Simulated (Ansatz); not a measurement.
An input for Ansatz 0.2.0 (CdSe (Cadmoselite)):

```yaml
crystal:
  lattice:
    - [4.3, 0.0, 0.0]
    - [-2.15, 3.7239092363, 0.0]
    - [0.0, 0.0, 7.02]
  atoms:
    - { symbol: Cd, position: [0.3333333333, 0.6666666667, 0.0] }
    - { symbol: Cd, position: [0.6666666667, 0.3333333333, 0.5] }
    - { symbol: Se, position: [0.3333333333, 0.6666666667, 0.385] }
    - { symbol: Se, position: [0.6666666667, 0.3333333333, 0.885] }
kpoints:
  mp_grid: { grid: [6, 6, 2] }
  band_path:
    path:
      - [0.0, 0.0, 0.0]
      - [0.5, 0.0, 0.0]
      - [0.33333333, 0.33333333, 0.0]
      - [0.0, 0.0, 0.5]
      - [0.5, 0.0, 0.5]
      - [0.33333333, 0.33333333, 0.5]
    npoints: 1
hamiltonian:
  xc: hse06
scf:
  occupations: { method: fixed }
  n_extra_bands: 5
output:
  eigenvalues: true
  write_density: true
  write_potential: true
  elf: true
  volumetric_format: npy
```

The database entry behind the starting cell differs from later determinations by our own check (inner coordinate of an old entry), so it need not match the best structure at ambient conditions.

```sh
ansatz run input.yaml --threads 3 --pin off --max-ram 92160MiB --backend cuda --events-out ev --progress --plain --runs-dir out --devices 1 --max-vram 13GiB
```

Question: How long will it take on 1 × NVIDIA H100 80GB HBM3 (shared by 6 runs) with 3 threads of AMD EPYC 7R13 (Zen 3), shared host, and how much memory?

It took 38 s; on shared hardware allow 19 s to 77 s. Peak host memory was 1.4 GiB. The sizes that set the cost: 2189 plane waves a state, 14 irreducible k points and 14 SCF cycles.

Exact exchange couples every pair of k points and filled bands, so it costs far more than a semilocal run.

[Paths, hosts, dates, memory and timing lines, banners, echoed tables and standing remarks are left out of the program output.]

[Logs are printed without paths, hosts, clocks, repeated set-up lines and the standing remarks that a program may print on its own settings, such as how far it seeks lower states.]

[Runs of the session that timed out or met a known fault of the program may be left out.]

[Cells called generated may have been cut or substituted from an entry of the Crystallography Open Database or the Materials Project.]

[Hosts, paths, dates, database ids (printed as entryN), source tags and the programs' standing remarks are cut or masked in the printed files.]
